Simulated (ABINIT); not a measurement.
# Ta (Im-3m) in ABINIT: settings compared

One crystal, Ta, is run at these levels: PBE, LDA, rPW86PBE, BP86; tasks: equation of state, band structure.

Program: ABINIT 10.8.3 (patched build). These are calculated values, not measurements. Logs are shortened: lines on timing, memory, paths and dates and some standing lists are left out, and cuts for length are marked. The log counts tension as positive stress, the text compression.

**What was measured.**

“Pressure effects on the electronic structure and superconductivity of (TaNb)0.67(HfZrTi)0.33 high entropy alloy”, 2019, arxiv:1910.08312 quotes, for a bulk crystal of Ta: bulk modulus 194 GPa.

The results are compared with them further down.

## (1) The structure

It takes space group Im-3m (No. 229, cubic). Conventional cell: a = 3.303 Å, b = 3.303 Å, c = 3.303 Å, α = 90.00°, β = 90.00°, γ = 90.00°. Around Ta (site symmetry m-3m) lie 8 Ta at 2.86 Å.

## (2) Equation of state, PBE

Input file run.abi:

```
# Datasets: one volume each
ndtset 7
getwfk -1
scalecart1 3*0.9795861087
scalecart2 3*0.9864848297
scalecart3 3*0.9932883884
scalecart4 3*1.0000000000
scalecart5 3*1.0066227096
scalecart6 3*1.0131594038
scalecart7 3*1.0196128224

# Pseudopotentials
pp_dirpath "./"
pseudos "Ta.GGA_PBE-JTH.xml"

# Structure
acell 5.4048073095 5.4048073095 5.4048073095
rprim
    -0.5773502692     0.5773502692     0.5773502692
     0.5773502692    -0.5773502692     0.5773502692
     0.5773502692     0.5773502692    -0.5773502692
ntypat 1
znucl 73
natom 1
typat 1
xred
     0.0000000000     0.0000000000     0.0000000000

# Plane-wave basis
ecut 517.016339 eV
pawecutdg 38.0

# k points
kptopt 1
ngkpt 11 11 11
nshiftk 1
shiftk 0.0 0.0 0.0

# Exchange and correlation
ixc 11

# Bands and occupations
nband 11
occopt 3
tsmear 0.05 eV

# SCF cycle
nstep 100
tolvrs 1.0e-9

# Output
iomode 3
prtwf 1
prtden 0
prteig 0
prtebands 0
enunit 1
```

Potentials or basis: JTH PAW PBE v2.0.

Launch:

```console
$ abinit run.abi > log 2>&1
```

run.abo:

```text
.Version 10.8.3 of ABINIT
 DATASET    1 : space group Im -3 m (#229); Bravais cI (body-center cubic)
================================================================================
 Values of the parameters that define the memory need for DATASET  1.
     intxc =       0    ionmov =       0      iscf =      17    lmnmax =      18
     lnmax =       6     mgfft =      24  mpssoang =       3    mqgrid =    3001
     natom =       1  nloc_mem =       2    nspden =       1   nspinor =       1
    nsppol =       1      nsym =      48    n1xccc =       1    ntypat =       1
    occopt =       3   xclevel =       2
       mpw =         470          nfft =       13824          nkpt =          56
 PAW method is used; the additional fine FFT grid is defined by:
   mgfftf=        30    nfftf =     27000
================================================================================
================================================================================
[... 71 lines left out ...]
 DATASET    7 : space group Im -3 m (#229); Bravais cI (body-center cubic)
================================================================================
 Values of the parameters that define the memory need for DATASET  7.
     intxc =       0    ionmov =       0      iscf =      17    lmnmax =      18
     lnmax =       6     mgfft =      24  mpssoang =       3    mqgrid =    3001
     natom =       1  nloc_mem =       2    nspden =       1   nspinor =       1
    nsppol =       1      nsym =      48    n1xccc =       1    ntypat =       1
    occopt =       3   xclevel =       2
       mpw =         525          nfft =       13824          nkpt =          56
 PAW method is used; the additional fine FFT grid is defined by:
   mgfftf=        32    nfftf =     32768
================================================================================
================================================================================

--------------------------------------------------------------------------------
------------- Echo of variables that govern the present computation ------------
--------------------------------------------------------------------------------
 -outvars: echo values of preprocessed input variables --------
            acell      5.4048073095E+00  5.4048073095E+00  5.4048073095E+00 Bohr
              amu      1.80947900E+02
             ecut      1.90000000E+01 Hartree
           enunit           1
           getwfk          -1
                       outvar_i_n : Printing only first  50 k-points.
              ixc          11
           jdtset        1    2    3    4    5    6    7
                       outvar_i_n : Printing only first  50 k-points.
         kptrlatt       11    0    0      0   11    0      0    0   11
          kptrlen1     5.82392158E+01
          kptrlen2     5.86493646E+01
          kptrlen3     5.90538558E+01
          kptrlen4     5.94528804E+01
          kptrlen5     5.98466196E+01
          kptrlen6     6.02352449E+01
          kptrlen7     6.06189192E+01
            natom           1
            nband          11
           ndtset           7
            ngfft          24      24      24
          ngfftdg1         30      30      30
          ngfftdg2         30      30      30
          ngfftdg3         30      30      30
          ngfftdg4         30      30      30
          ngfftdg5         32      32      32
          ngfftdg6         32      32      32
          ngfftdg7         32      32      32
             nkpt          56
            nstep         100
             nsym          48
           ntypat           1
                       prtocc : prtvol=0, do not print more k-points.
           occopt           3
        pawecutdg      3.80000000E+01 Hartree
         pawxcdev           0
           prtden           0
        prtebands           0
           prteig           0
            rprim1    -5.6556430356E-01  5.6556430356E-01  5.6556430356E-01
                       5.6556430356E-01 -5.6556430356E-01  5.6556430356E-01
                       5.6556430356E-01  5.6556430356E-01 -5.6556430356E-01
            rprim2    -5.6954728199E-01  5.6954728199E-01  5.6954728199E-01
                       5.6954728199E-01 -5.6954728199E-01  5.6954728199E-01
                       5.6954728199E-01  5.6954728199E-01 -5.6954728199E-01
            rprim3    -5.7347531844E-01  5.7347531844E-01  5.7347531844E-01
                       5.7347531844E-01 -5.7347531844E-01  5.7347531844E-01
                       5.7347531844E-01  5.7347531844E-01 -5.7347531844E-01
            rprim4    -5.7735026920E-01  5.7735026920E-01  5.7735026920E-01
                       5.7735026920E-01 -5.7735026920E-01  5.7735026920E-01
                       5.7735026920E-01  5.7735026920E-01 -5.7735026920E-01
            rprim5    -5.8117389237E-01  5.8117389237E-01  5.8117389237E-01
                       5.8117389237E-01 -5.8117389237E-01  5.8117389237E-01
                       5.8117389237E-01  5.8117389237E-01 -5.8117389237E-01
            rprim6    -5.8494785453E-01  5.8494785453E-01  5.8494785453E-01
                       5.8494785453E-01 -5.8494785453E-01  5.8494785453E-01
                       5.8494785453E-01  5.8494785453E-01 -5.8494785453E-01
            rprim7    -5.8867373749E-01  5.8867373749E-01  5.8867373749E-01
                       5.8867373749E-01 -5.8867373749E-01  5.8867373749E-01
                       5.8867373749E-01  5.8867373749E-01 -5.8867373749E-01
          spgroup         229
           tolvrs      1.00000000E-09
           tsmear      1.83746611E-03 Hartree
            typat      1
           useylm           1
                       outvars : Printing only first  50 k-points.
            znucl       73.00000

================================================================================

 chkinp: Checking input parameters for consistency, jdtset=   1.

 chkinp: Checking input parameters for consistency, jdtset=   2.

 chkinp: Checking input parameters for consistency, jdtset=   3.

 chkinp: Checking input parameters for consistency, jdtset=   4.
[... 34 lines left out ...]
 getcut : COMMENT -
  Note that boxcut > 2.2 ; recall that boxcut=Gcut(box)/Gcut(sphere) = 2
  is sufficient for exact treatment of convolution.
  Such a large boxcut is a waste : you could raise ecut
  e.g. ecut=   25.350503 Hartrees makes boxcut=2

 Fine grid specifications (used for densities):

 getcut: wavevector=  0.0000  0.0000  0.0000  ngfft=  30  30  30
         ecut(hartree)=     38.000   => boxcut(ratio)=   2.04193

--- Pseudopotential description ------------------------------------------------
- pspini: atom type   1  psp file is ./Ta.GGA_PBE-JTH.xml
 Pseudopotential format is: paw10
 basis_size (lnmax)=  6 (lmn_size= 18), orbitals=   0   0   1   1   2   2
 Spheres core radius: rc_sph= 2.41973345
 Shapefunction is SIN type: shapef(r)=[sin(pi*r/rshp)/(pi*r/rshp)]**2
 Radius for shape functions =  2.11065461
 Compensation charge density is not taken into account in XC energy/potential

   9.99818744E+02                                ecore*ucvol(ha*bohr**3)
--------------------------------------------------------------------------------

[... 7 lines left out ...]

     iter   Etot(hartree)      deltaE(h)  residm     nres2
 ETOT  1  -57.528763752048    -5.753E+01 1.292E+01 2.442E+00
 ETOT  2  -58.978949483115    -1.450E+00 1.204E-01 1.825E+00
 ETOT  3  -58.970929825118     8.020E-03 8.583E-02 4.534E-01
 ETOT  4  -58.968411151477     2.519E-03 7.697E-03 3.487E-03
 ETOT  5  -58.968636897572    -2.257E-04 2.545E-02 6.159E-03
 ETOT  6  -58.968602356257     3.454E-05 9.871E-04 5.071E-04
 ETOT  7  -58.968600022331     2.334E-06 8.572E-04 5.477E-07
 ETOT  8  -58.968600232289    -2.100E-07 1.472E-04 2.391E-06
 ETOT  9  -58.968600231588     7.008E-10 1.938E-04 1.998E-06
 ETOT 10  -58.968600228778     2.810E-09 3.357E-05 3.010E-07
 ETOT 11  -58.968600226670     2.108E-09 4.710E-05 6.512E-09
[... 1165 lines left out ...]
 Cartesian components of stress tensor (hartree/bohr^3)
  sigma(1 1)=  2.79901327E-04  sigma(3 2)=  0.00000000E+00
  sigma(2 2)=  2.79901327E-04  sigma(3 1)=  0.00000000E+00
  sigma(3 3)=  2.79901327E-04  sigma(2 1)=  0.00000000E+00

-Cartesian components of stress tensor (GPa)         [Pressure= -8.2350E+00 GPa]
- sigma(1 1)=  8.23498135E+00  sigma(3 2)=  0.00000000E+00
- sigma(2 2)=  8.23498135E+00  sigma(3 1)=  0.00000000E+00
- sigma(3 3)=  8.23498135E+00  sigma(2 1)=  0.00000000E+00

== END DATASET(S) ==============================================================
================================================================================

 -outvars: echo values of variables after computation  --------
            acell      5.4048073095E+00  5.4048073095E+00  5.4048073095E+00 Bohr
           etotal1    -5.8968600227E+01
           etotal2    -5.8969793904E+01
           etotal3    -5.8970573083E+01
           etotal4    -5.8970973201E+01
           etotal5    -5.8971029107E+01
           etotal6    -5.8970782550E+01
           etotal7    -5.8970254712E+01
            fcart1    -0.0000000000E+00 -0.0000000000E+00 -0.0000000000E+00
            fcart2    -0.0000000000E+00 -0.0000000000E+00 -0.0000000000E+00
            fcart3    -0.0000000000E+00 -0.0000000000E+00 -0.0000000000E+00
            fcart4    -0.0000000000E+00 -0.0000000000E+00 -0.0000000000E+00
            fcart5    -0.0000000000E+00 -0.0000000000E+00 -0.0000000000E+00
            fcart6    -0.0000000000E+00 -0.0000000000E+00 -0.0000000000E+00
            fcart7    -0.0000000000E+00 -0.0000000000E+00 -0.0000000000E+00
            rprim1    -5.6556430356E-01  5.6556430356E-01  5.6556430356E-01
                       5.6556430356E-01 -5.6556430356E-01  5.6556430356E-01
                       5.6556430356E-01  5.6556430356E-01 -5.6556430356E-01
            rprim2    -5.6954728199E-01  5.6954728199E-01  5.6954728199E-01
                       5.6954728199E-01 -5.6954728199E-01  5.6954728199E-01
                       5.6954728199E-01  5.6954728199E-01 -5.6954728199E-01
            rprim3    -5.7347531844E-01  5.7347531844E-01  5.7347531844E-01
                       5.7347531844E-01 -5.7347531844E-01  5.7347531844E-01
[... 9 lines left out ...]
                       5.8494785453E-01  5.8494785453E-01 -5.8494785453E-01
            rprim7    -5.8867373749E-01  5.8867373749E-01  5.8867373749E-01
                       5.8867373749E-01 -5.8867373749E-01  5.8867373749E-01
                       5.8867373749E-01  5.8867373749E-01 -5.8867373749E-01
           strten1    -5.7417736026E-04 -5.7417736026E-04 -5.7417736026E-04
                       0.0000000000E+00  0.0000000000E+00  0.0000000000E+00
           strten2    -3.9311331640E-04 -3.9311331640E-04 -3.9311331640E-04
                       0.0000000000E+00  0.0000000000E+00  0.0000000000E+00
           strten3    -2.3053961183E-04 -2.3053961183E-04 -2.3053961183E-04
                       0.0000000000E+00  0.0000000000E+00  0.0000000000E+00
           strten4    -8.2359786417E-05 -8.2359786417E-05 -8.2359786417E-05
                       0.0000000000E+00  0.0000000000E+00  0.0000000000E+00
           strten5     4.9152020402E-05  4.9152020402E-05  4.9152020402E-05
                       0.0000000000E+00  0.0000000000E+00  0.0000000000E+00
           strten6     1.6923852251E-04  1.6923852251E-04  1.6923852251E-04
                       0.0000000000E+00  0.0000000000E+00  0.0000000000E+00
           strten7     2.7990132681E-04  2.7990132681E-04  2.7990132681E-04
                       0.0000000000E+00  0.0000000000E+00  0.0000000000E+00
 Calculation completed.
```

Wall time 46 s (1 thread of Arm Neoverse V2, shared host); peak memory 0.13 GiB.

What came out:

```
Equilibrium volume                      : 18.26 Å³/atom
Bulk modulus                            : 195 GPa
Pressure derivative of the bulk modulus : 4.1
```

Energy against volume, from the lowest point:
```csv
volume (Å³/atom),energy (meV/atom)
16.930,66.09
17.290,33.61
17.650,12.41
18.010,1.52
18.371,0.00
18.731,6.71
19.091,21.07
```

Caveat: pressures at fixed basis lie under the slope of the energies. The run has no spin-orbit coupling, so splittings on Ta are missing.

(Part 1 of 2 ends here.)
